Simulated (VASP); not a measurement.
Given:

```yaml
crystal:
  lattice:
    - [0.00000, 2.90000, 2.90000]
    - [2.90000, 0.00000, 2.90000]
    - [2.90000, 2.90000, 0.00000]
  atoms:
    - { symbol: Sr, position: [0.00000, 0.00000, 0.00000] }
    - { symbol: F, position: [0.25000, 0.25000, 0.25000] }
    - { symbol: F, position: [0.75000, 0.75000, 0.75000] }
```

Level of theory: PBE GGA, VASP's PBE PAW potentials (set 64) (plane waves; VASP). Run with 520 eV cut-off, 6×6×6 Γ-centred mesh, Gaussian smearing of 0.050 eV, potentials Sr_sv F.

Question: Give the stress tensor in GPa (positive for a compressed cell).

Answer: 
```
2.35  0.00  0.00
0.00  2.35  0.00
0.00  0.00  2.35
```
The pressure is its mean diagonal, 2.35 GPa.

The compound is SrF2 in the fluorite structure. The cell was not relaxed at this level.
